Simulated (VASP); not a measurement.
# Sn (Immm) in VASP: a series of runs

One crystal, Sn, is run at these levels: PBE; tasks: single point.

All numbers are computed with VASP 6.6.1; they aren't measurements. Logs are shortened: lines on timing, memory, paths and dates and some standing lists are left out, and cuts for length are marked.

## 1. The crystal as given

The structure is orthorhombic, space group Immm (No. 71). The conventional cell has a = 3.453 Å, b = 3.551 Å, c = 4.677 Å, α = 90.00°, β = 90.00°, γ = 90.00°. Sn (site symmetry mmm) has 12 Sn at 3.41 to 3.55 Å as nearest neighbours.

This isn't the form of Sn at room conditions, which is tetragonal (white tin).

## 2. Single point, PBE

INCAR reads:

```
SYSTEM = Sn
ADDGRID = .FALSE.
ALGO = Normal
EDIFF = 1E-7
ENCUT = 550
GGA = PE
ISIF = 2
ISMEAR = 1
LASPH = .TRUE.
LCHARG = .FALSE.
LREAL = .FALSE.
LWAVE = .FALSE.
NELM = 100
PREC = Accurate
SIGMA = 0.1
```

KPOINTS reads:

```
k-points
0
G
  14 14 14
  0 0 0
```

POSCAR reads:

```
Sn
1.0
   -1.6810770000      1.7214010000      2.3373330000
    1.7271670000     -1.7623000000      2.4024190000
    1.7145940000      1.7948920000     -2.3683880000
Sn
1
Direct
    0.0245380000     -0.0183670000      0.0024320000
```

Potentials or basis: VASP PAW PBE potentials, release 64 (Sn).

Launch:

```
$ cat potpaw_PBE.64/Sn/POTCAR > POTCAR
$ mpirun -np 1 vasp_std > vasp.out
```

OUTCAR:

```text
SYSTEM = Sn
   EDIFF = 1E-7
   ENCUT = 550
   GGA = PE
   ISIF = 2
   ISMEAR = 1
   LASPH = .TRUE.
   LREAL = .FALSE.
   NELM = 100
   PREC = Accurate

 Found   1376 irreducible k-points:

 Following reciprocal coordinates:
            Coordinates               Weight
  0.000000  0.000000  0.000000      1.000000
  0.071429  0.000000  0.000000      2.000000
  0.142857  0.000000  0.000000      2.000000
  0.214286  0.000000  0.000000      2.000000
  0.285714 -0.000000  0.000000      2.000000
  0.357143  0.000000  0.000000      2.000000
   k-points           NKPTS =   1376   k-points in BZ     NKDIM =   1376   number of bands    NBANDS=      6
   number of dos      NEDOS =    301   number of ions     NIONS =      1
   total plane-waves  NPLWV =  21952
   dimension x,y,z NGX =    28 NGY =   28 NGZ =   28
   dimension x,y,z NGXF=    56 NGYF=   56 NGZF=   56
   ions per type =               1
   NGX,Y,Z   is equivalent  to a cutoff of  13.88, 13.52, 13.57 a.u.
   NGXF,Y,Z  is equivalent  to a cutoff of  27.75, 27.03, 27.14 a.u.
 SYSTEM =  Sn
   PREC   = accura    normal or accurate (medium, high low for compatibility)
   ISTART =      0    job   : 0-new  1-cont  2-samecut
   ICHARG =      2    charge: 1-file 2-atom 10-const
   ISPIN  =      1    spin polarized calculation?
   LNONCOLLINEAR =      F non collinear calculations
   LSORBIT =      F    spin-orbit coupling
   LASPH  =      T    aspherical Exc in radial PAW
   ENCUT  =  550.0 eV  40.42 Ry    6.36 a.u.   6.41  6.59  6.56*2*pi/ulx,y,z
   NELM   =    100;   NELMIN=  2; NELMDL= -5     # of ELM steps
   EDIFF  = 0.1E-06   stopping-criterion for ELM
   LREAL  =      F    real-space projection
   EDIFFG = 0.1E-05   stopping-criterion for IOM
   NSW    =      0    number of steps for IOM
   IBRION =     -1    ionic relax: 0-MD 1-quasi-New 2-CG
   NFREE  =      0    steps in history (QN), initial steepest desc. (CG)
   ISIF   =      2    stress and relaxation
   ISYM   =      2    0-nonsym 1-usesym 2-fastsym
   POTIM  = 0.5000    time-step for ionic-motion
   TEBEG  =    0.0;   TEEND  =   0.0 temperature during run
   PSTRESS=    0.0 pullay stress
   NELECT =       4.0000    total number of electrons
   NUPDOWN=      -1.0000    fix difference up-down
   EMIN   =  10.00;   EMAX   =-10.00  energy-range for DOS
   EFERMI =   0.00;   METHOD = LEGACY
   ISMEAR =     1;   SIGMA  =   0.10  broadening in eV -4-tet -1-fermi 0-gaus
   EFERMI_NEDOS =   21; number of points for ismear=-14 and -15
   IALGO  =     38    algorithm
   IMIX   =      4    mixing-type and parameters
     AMIX     =   0.40;   BMIX     =  1.00
     AMIX_MAG =   1.60;   BMIX_MAG =  1.00
  volume/ion in A,a.u.               =      28.67       193.50
  Fermi-wavevector in a.u.,A,eV,Ry     =   0.849055  1.604482  9.808370  0.720895
  Thomas-Fermi vector in A             =   1.964816
   LORBIT       =      0    0 simple, 1 ext, 2 COOP (PROOUT), +10 PAW based schemes
   GGA     = PE    functional components
   LHFCALC =     F    Hartree Fock is set to
   AEXX    =    0.0000 exact exchange contribution
   IVDW    =     0    specifies the selected vdW correction
   LEPSILON=     F    determine dielectric tensor
   LRPA    =     F    only Hartree local field effects (RPA)
 non-spin polarized calculation
 Methfessel and Paxton  Order N= 1 SIGMA  =   0.10
  energy-cutoff  :      550.00
  volume of cell :       28.67
 maximum number of plane-waves:       861
 NGX is ok and might be reduce to    28
   NGX = 13   NGY = 13   NGZ = 13

 number of electron       4.0000000 magnetization

 Free energy of the ion-electron system (eV)
  ---------------------------------------------------
  ext. energy  EPLUGINS =         0.00000000
  ---------------------------------------------------
  free energy    TOTEN  =        -3.77118668 eV

  energy without entropy =       -3.77091619  energy(sigma->0) =       -3.77109652

 E-fermi :   4.9670     XC(G=0):  -9.9645

 val. band max:        4.9668678423   @ k =  -0.2143   0.4286   0.4286
 cond. band min:       4.9682713762   @ k =   0.1429   0.0714   0.2143
 fundamental gap:      0.0014035339
 Fermi energy:         4.9670237775

 k-point     1 :       0.0000    0.0000    0.0000
  band No.  band energies     occupation
      1      -5.8249      2.00000
      2      11.8371      0.00000
      3      12.2051      0.00000
      4      12.5694      0.00000
      5      15.5970      0.00000
      6      15.7624      0.00000

 k-point     2 :       0.0714    0.0000    0.0000
  band No.  band energies     occupation
      1      -5.7239      2.00000
      2      11.1891      0.00000
      3      11.7557      0.00000
      4      12.2785      0.00000
      5      14.9470      0.00000
      6      16.0722      0.00000

 k-point     3 :       0.1429    0.0000    0.0000
  band No.  band energies     occupation
      1      -5.4212      2.00000
      2       9.1277      0.00000
      3      11.4961      0.00000
      4      11.8189      0.00000
      5      14.5522      0.00000
      6      16.6295      0.00000

 k-point     4 :       0.2143    0.0000    0.0000
  band No.  band energies     occupation
      1      -4.9182      2.00000
      2       6.9431     -0.00000
      3      11.2035      0.00000
      4      11.3179      0.00000
      5      14.3073      0.00000
      6      16.5214      0.00000

 k-point     5 :       0.2857   -0.0000    0.0000
  band No.  band energies     occupation
      1      -4.2202      2.00000
      2       4.8654      2.05355
      3      10.8368      0.00000
      4      10.9779      0.00000
      5      14.1925      0.00000
      6      15.8691      0.00000

 k-point     6 :       0.3571    0.0000    0.0000
  band No.  band energies     occupation
      1      -3.3455      2.00000
      2       2.9786      2.00000
      3      10.4842      0.00000
      4      10.7926      0.00000
      5      14.2090      0.00000
      6      15.3618      0.00000

 [... further k-points ...]

------------------------ aborting loop because EDIFF is reached ----------------------------------------

  FORCE on cell =-STRESS in cart. coord.  units (eV):
  Direction    XX          YY          ZZ          XY          YZ          ZX
  --------------------------------------------------------------------------------------
  -------------------------------------------------------------------------------------
  Total       -0.1651042     -0.1800696     -0.2196924     -0.0188297      0.0379466     -0.0400192
  in kB       -9.2255473    -10.0617712    -12.2757752     -1.0521492      2.1203466     -2.2361550
  external PRESSURE =     -10.5210312 kB  Pullay stress =       0.0000000 kB

 VOLUME and BASIS-vectors are now :
 -----------------------------------------------------------------------------
  energy-cutoff  :      550.00
  volume of cell :       28.67
      direct lattice vectors                 reciprocal lattice vectors
    -1.681077000  1.721401000  2.337333000    -0.004822354  0.286321943  0.213499049
     1.727167000 -1.762300000  2.402419000     0.288499269 -0.000911461  0.208168231
     1.714594000  1.794892000 -2.368388000     0.287885548  0.281643047 -0.000369160

 POSITION                                       TOTAL-FORCE (eV/Angst)
 -----------------------------------------------------------------------------------
      1.65836     -1.68333      2.40989        -0.000000      0.000000      0.000000
 -----------------------------------------------------------------------------------
    total drift:                               -0.000000      0.000000      0.000000

  FREE ENERGIE OF THE ION-ELECTRON SYSTEM (eV)
  ---------------------------------------------------
  free  energy   TOTEN  =        -3.7711866787 eV

  energy  without entropy=       -3.7709161886  energy(sigma->0) =       -3.77109652
```

stdout:

```text
POSCAR found type information on POSCAR Sn
 POSCAR found :  1 types and       1 ions
 scaLAPACK will be used
 LDA part: xc-table for (Slater+PW92), standard interpolation
 POSCAR, INCAR and KPOINTS ok, starting setup
 FFT: planning ... GRIDC
 FFT: planning ... GRID_SOFT
 FFT: planning ... GRID
 WAVECAR not read
 entering main loop
```

Run time: 2.2 min. Hardware: 1 thread of Intel Xeon 6975P-C (Granite Rapids), shared host; peak memory 0.41 GiB.

These settings aren't checked as converged: the numbers below hold their error.

What came out:

```
Free energy            : -3.7712 eV
Pressure               : -1.1 GPa
Band gap on the k mesh : none (metal or under the smearing width)
```

## 3. Single point, PBE

INCAR is that of step 2.

KPOINTS reads:

```
k-points
0
G
  16 16 16
  0 0 0
```

POSCAR reads:

```
Sn
1.0
   -1.7265390000      1.7755470000      2.3383420000
    1.7265390000     -1.7755470000      2.3383420000
    1.7265390000      1.7755470000     -2.3383420000
Sn
1
Direct
    0.0000000000      0.0000000000      0.0000000000
```

Potentials or basis: VASP PAW PBE potentials, release 64 (Sn).

Launch:

```
$ cat potpaw_PBE.64/Sn/POTCAR > POTCAR
$ mpirun -np 1 vasp_std > vasp.out
```

Run time: 53 s. Hardware: 1 thread of Intel Xeon 6975P-C (Granite Rapids), shared host; peak memory 0.27 GiB.

These settings aren't checked as converged: the numbers below hold their error.

Results:

- Free energy: -3.7731 eV
- Pressure: -1.1 GPa
- Band gap on the k mesh: none (metal or under the smearing width)

## 4. For comparison

An earlier run on the cell as given: functional PBE; potentials or basis VASP PAW PBE potentials, release 64 (Sn_d); cutoff 520 eV; k mesh 11 × 11 × 11; occupations fermi-dirac, width 0.05 eV; no spin polarisation.

- Pressure: -1.1 GPa
- Band gap on the k mesh: none (metal or under the smearing width)
